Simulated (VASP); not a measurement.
Runs of VASP 6.6.1 on HfC. Symmetry: P6_3mc, No. 186, hexagonal system. The conventional cell has a = 3.891 Å, b = 3.891 Å, c = 6.337 Å, α = 90.00°, β = 90.00°, γ = 120.00°. Hf (site symmetry 3m) is surrounded by 4 C at 2.34 to 2.39 Å. C (site symmetry 3m) is surrounded by 4 Hf at 2.34 to 2.39 Å. The cell was built by a generator and needn't be a form met in nature.

```csv
task,level,cell,cutoff (eV),smearing,other keys,gap on the mesh (eV),pressure (GPa),largest force (eV/Å)
core levels,PBEsol+rVV10,"atoms moved at random, drawn with an rms of 0.02 Å",520,tetrahedron,ALGO = Fast; EDIFF = 1e-08; ISMEAR = -5; SIGMA = 0.2,0.99,-28.9,0.54
single point,PBE,as given,520,fermi-dirac 0.05 eV,-,1.06,-25.9,(a)
relaxation of cell and atoms,PBE,relaxed,600,gaussian 0.05 eV,-,none,0.1,-
relaxation of the atoms,PBEsol,atoms relaxed,520,gaussian 0.05 eV,-,1.07,-28.6,0.01
```

Alike in all rows: potentials or basis VASP PAW PBE potentials, release 64 (Hf_pv, C); no spin polarisation; k mesh 8 × 8 × 4.

**Question.** Estimate the missing entries.

**Answer.** (a) 0.47.

Caveats: spin-orbit coupling is left out, which moves the levels of the heavy elements (some runs); the PAW data sets were made with another functional, which shifts forces and pressure a little (some runs); so large a pressure means that the cell lies far from this level's equilibrium, or that cutoff or potentials fall short (some runs); a pressure of tens of GPa on the cell as given is suspect, and the run, the potentials or the cell itself is likely at fault (some runs).

A k mesh can miss the band edges, and the runs leave out spin-orbit coupling on Hf.

A gap of «none» marks a metal or a gap under the smearing width.
